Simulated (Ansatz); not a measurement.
**W: response to strain**

W is deformed so: equal xy, yz and zx engineering shear strains of +1 %. What stress and forces result, by LAPW, PAW and all-electron datasets made for the crystal?

Method: DFT PBE, scalar-relativistic, in Ansatz 0.2.0.

### 1 The starting structure

It takes space group Fm-3m (No. 225, cubic). Conventional cell: a = 4.060 Å, b = 4.060 Å, c = 4.060 Å, α = 90.00°, β = 90.00°, γ = 90.00°. W (site symmetry m-3m) is surrounded by 12 W at 2.87 Å.

Structure file:

```
W
1.0
     0.00000    2.03000    2.03000
     2.03000    0.00000    2.03000
     2.03000    2.03000    0.00000
W
1
Direct
  0.00000 0.00000 0.00000
```

### 2 After the deformation

Space group Fm-3m before, R-3m after.

### 3 All-electron LAPW

Contents of input.yaml:

```yaml
crystal:
  lattice:
    - [0.0203, 2.04015, 2.04015]
    - [2.04015, 0.0203, 2.04015]
    - [2.04015, 2.04015, 0.0203]
  atoms:
    - { symbol: W, position: [0.0, 0.0, 0.0] }
kpoints:
  mp_grid: { grid: [14, 14, 14] }
  band_path:
    path:
      - [0.0, 0.0, 0.0]
      - [0.5, 0.5, 0.5]
      - [0.247543133, 0.5, 0.752456867]
      - [-0.247543133, 0.247543133, 0.5]
      - [0.0, 0.0, 0.5]
      - [0.0, 0.0, 0.0]
      - [-0.3737715665, 0.0, 0.3737715665]
      - [0.0, 0.3737715665, 0.6262284335]
      - [0.0, 0.5, 0.5]
    npoints: 5
scf:
  occupations: { method: fermi_dirac, width: 0.05 }
hamiltonian:
  xc: pbe
  pseudopotentials: { kind: all_electron, lapw: { basis_error: 0.00025 } }
output:
  forces: true
  stress: true
  eigenvalues: true
```

On the command line:

```
ansatz run input.yaml --threads 1 --pin off --max-ram 3072MiB --backend cpu --events-out ev --progress --plain --runs-dir out
```

### 4 PAW with frozen cores

Contents of input.yaml:

```yaml
crystal:
  lattice:
    - [0.0203, 2.04015, 2.04015]
    - [2.04015, 0.0203, 2.04015]
    - [2.04015, 2.04015, 0.0203]
  atoms:
    - { symbol: W, position: [0.0, 0.0, 0.0] }
kpoints:
  mp_grid: { grid: [14, 14, 14] }
scf:
  occupations: { method: fermi_dirac, width: 0.05 }
hamiltonian:
  xc: pbe
  pseudopotentials: { kind: paw }
output:
  forces: true
  stress: true
  eigenvalues: true
  efg: { contact_densities: true }
```

### 5 All-electron PAW on datasets made for the crystal

Edit input.yaml of step 4 so:

```diff
@@ -13,3 +13,3 @@
   xc: pbe
-  pseudopotentials: { kind: paw }
+  pseudopotentials: { kind: all_electron, datasets: crystal }
 output:
```

(Steps that only read results are left out.)

**Question.** What will these runs give? Wanted: pressure; largest shear or deviatoric stress.

The runs gave:

| quantity | value |
| --- | --- |
| pressure | LAPW -4.49, PAW -4.59, crystal datasets -4.48 GPa |
| largest shear or deviatoric stress (LAPW) | 1.39 GPa |

What this shows: The largest part of the stress beyond the pressure is 1.39 GPa in size. No run of the undeformed cell stands beside it, so the pressure holds what the given cell had before the change. PAW: stress within 0.10 GPa of LAPW. Crystal datasets: stress within 0.01 GPa of LAPW. Spin-orbit coupling is left out, though the cell holds W; in elements this heavy it can shift bands and gaps by tenths of an eV.
